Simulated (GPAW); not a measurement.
Wanted: an ASE script for a GPAW 26.7.0 run.

| Quantity | Value |
| --- | --- |
| Task | single point |
| Functional | PBE |
| Potentials or basis | GPAW PAW data sets (gpaw-data 1.2.1) |
| Cutoff | 600 eV |
| Basis | pw |
| k mesh | 9 × 9 × 9 |
| Occupations | gaussian, width 0.027 eV |
| Spin | collinear spin, ferromagnetic start |
| Starting moments | [1.0, 0.0, 0.0] μB |
| Maxiter | 150 |

Crystal: Si2Ni.

```xyz
3
Lattice="0.0000 2.7030 2.7030 2.7030 0.0000 2.7030 2.7030 2.7030 0.0000" Properties=species:S:1:pos:R:3 pbc="T T T"
Ni    0.0000    0.0000    0.0000
Si    4.0545    4.0545    4.0545
Si    1.3515    1.3515    1.3515
```

These files were run (other wordings do the same):

run.py

```python
from ase import Atoms
from ase.dft.bandgap import bandgap
from ase.io import write
from ase.units import Bohr, GPa
from gpaw import GPAW, PW
from gpaw.elf import elf_from_dft_calculation

atoms = Atoms(['Ni', 'Si', 'Si'],
              cell=[[0.0, 2.703, 2.703],
                    [2.703, 0.0, 2.703],
                    [2.703, 2.703, 0.0]],
              scaled_positions=[[0.0, 0.0, 0.0],
                                [0.75, 0.75, 0.75],
                                [0.25, 0.25, 0.25]],
              pbc=True)
atoms.set_initial_magnetic_moments([1.0, 0.0, 0.0])

calc = GPAW(mode=PW(600),
            xc='PBE',
            kpts={'size': (9, 9, 9), 'gamma': True},
            occupations={'name': 'methfessel-paxton', 'order': 0, 'width': 0.027000000000000003},
            nbands=24,
            convergence={'density': 1e-05, 'energy': 1e-05},
            maxiter=150,
            txt='gpaw.txt')
atoms.calc = calc
energy = atoms.get_potential_energy()
forces = atoms.get_forces()
stress = atoms.get_stress()
calc.write('gs.gpw')
write('result.traj', atoms)
print(f'Energy: {energy:.6f} eV')
print('Forces (eV/A):')
print(forces.round(4))
print('Stress (GPa):', (stress / GPa).round(3))
print('Moments:', calc.get_magnetic_moments().round(3))
print('Fermi level:', round(calc.get_fermi_level(), 4), 'eV')
print(f'Gap: {bandgap(calc)[0]:.4f} eV, direct: {bandgap(calc, direct=True)[0]:.4f} eV')

# fields on the real-space grid
write('density.cube', atoms, data=calc.get_pseudo_density() * Bohr**3)
write('potential.cube', atoms, data=calc.get_electrostatic_potential())
write('spin.cube', atoms, data=(calc.get_pseudo_density(spin=0) - calc.get_pseudo_density(spin=1)) * Bohr**3)
write('elf.cube', atoms, data=elf_from_dft_calculation(calc).data)
```

Potentials or basis: GPAW PAW data sets (gpaw-data 1.2.1), pw.

Run with:

```sh
$ OMP_NUM_THREADS=1 python run.py
```

It gave:

```yaml
Pressure: 5.3 GPa
Band_gap_on_the_k_mesh: none (metal or under the smearing width)
Net_moment: 0.00 μB per cell
```

Caveat: the stock nickel data set gives pressures a few GPa off other programs.

Wall time 63 s on 1 thread of Arm Neoverse V1, with other jobs on the host, peak memory 0.2 GiB.
